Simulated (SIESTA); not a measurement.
## Pb under changes of volume

One of the cells (30.323 Å³/atom); the others are scaled copies at fixed shape and fractional positions:

```
CELL_PARAMETERS angstrom
0.00000 2.47502 2.47502
2.47502 0.00000 2.47502
2.47502 2.47502 0.00000
ATOMIC_POSITIONS crystal
Pb 0.00000 0.00000 0.00000
```

| Item | Value |
| --- | --- |
| Program | SIESTA 5.4.2 |
| Functional | PBE |
| Potentials or basis | SG15 1.2 (PBE files) or PseudoDojo by element |
| Basis | DZP (energy shift 0.003 Ry; two zetas on semicore shells) |
| Grid cutoff | 500 Ry |
| Energy shift | 0.003 Ry |
| k mesh | 9 × 9 × 9 |
| Occupations | fermi-dirac, width 0.05 eV |
| Spin | no spin polarisation |

```csv
volume (Å³/atom),energy over the lowest point (meV/atom),pressure (GPa)
28.503,?,?
29.110,52.09,5.5
29.716,33.54,4.3
30.323,19.67,3.1
30.929,9.71,2.2
31.535,3.27,1.2
32.142,0.00,0.5
```

**Question.** What does the run at 28.503 Å³/atom give?

**Answer.** Energy over the lowest point 75.68 meV/atom; pressure 6.9 GPa.

Worked out: A Birch-Murnaghan fit of order 3 (a polynomial in V^(-2/3)) to the other rows has its minimum at 32.58 Å³/atom, just outside them, with B0 = V·E''(V) = 35 GPa and B' = 6.0. It gives 75.80 meV/atom at 28.503 Å³/atom, against the run's 75.68, and -dE/dV = 7.0 GPa, against 6.9.

Energies are extrapolated to zero smearing.

Caveats: the basis of atomic orbitals isn't converged, which shifts pressures, moduli and gaps.
